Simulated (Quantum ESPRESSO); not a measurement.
Crystal: CdS.

```
CELL_PARAMETERS angstrom
4.18911 -0.51445 0.27539
-2.54008 3.65101 0.01375
0.37511 0.23819 6.36866
ATOMIC_POSITIONS crystal
Cd 0.99645 0.99877 0.44036
S 0.67022 0.33456 0.43664
```

The cell comes from a database or a generator and needn't be the stable form of this composition.

```yaml
Program: Quantum ESPRESSO 7.5
Task: relaxation of the atoms
Functional: LDA
Potentials_or_basis: GBRV 1.5 LDA
Cutoff: 544 eV
Density_cutoff: 4408 eV
k_mesh: 5 × 4 × 2
Occupations: fermi-dirac, width 0.1 eV
Spin: no spin polarisation
```

At the start: volume 44.26 Å³/atom.

Task: Where does the relaxation end?

Result: Over 6 steps the energy falls by 234.7 meV/atom; space group P1 (No. 1, to 0.05 Å).

The path:
```tsv
step	energy change (eV)	largest force (eV/Å)
1	0.0000	3.5032
2	-0.3864	1.3670
3	-0.4448	0.6767
4	-0.4652	0.2763
5	-0.4693	0.0417
6	-0.4693	0.0043
```

Final structure:
```yaml
crystal:
  lattice:
    - [4.18911, -0.51445, 0.27539]
    - [-2.54008, 3.65101, 0.01375]
    - [0.37511, 0.23819, 6.36866]
  atoms:
    - { symbol: Cd, position: [0.96640, 0.00230, 0.44095] }
    - { symbol: S, position: [0.70027, 0.33103, 0.43605] }
```

Caveat: the k mesh is coarse (spacing up to 0.50 Å⁻¹), so the values aren't converged.
